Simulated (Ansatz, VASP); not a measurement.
# AlN: VASP beside Ansatz

```
Al N
1.0
     3.08862    0.00000    0.00000
    -1.54431    2.67482    0.00000
     0.00000    0.00000    4.94358
Al N
2 2
Direct
  0.33333 0.66667 0.00152
  0.66667 0.33333 0.50152
  0.33333 0.66667 0.38348
  0.66667 0.33333 0.88348
```

Alike in both runs: functional LDA; k mesh 9 × 9 × 6; occupations gaussian, width 0.02 eV; no spin polarisation.

Ansatz relaxed the structure, and its values are those at the end. VASP's run is a single point on that final structure, the one shown.

|  | VASP | Ansatz |
| --- | --- | --- |
| version | VASP 6.6.1 | Ansatz 0.2.0 |
| potentials or method | VASP PAW LDA potentials, release 64 (Al, N) | scalar-relativistic, plane waves, PAW |
| plane-wave cutoff (eV) | 520 | 520 |
| valence electrons in the cell | 16 | 16 |

|  | VASP | Ansatz | Ansatz less VASP |
| --- | --- | --- | --- |
| gap on the k mesh at the Fermi level (eV) | 4.42 | 4.42 | -0.008 |
| least direct gap on the mesh (eV) | 4.42 | 4.42 | -0.008 |
| pressure (GPa) | 0.6 | 0.0 | -0.62 |

Ansatz warned: «pseudo_functional_mismatch».

Caveats: an odd mesh through Γ misses points on the zone boundary, where band edges often lie. Expect the measured gap to be larger: semilocal functionals such as LDA lack the derivative discontinuity.
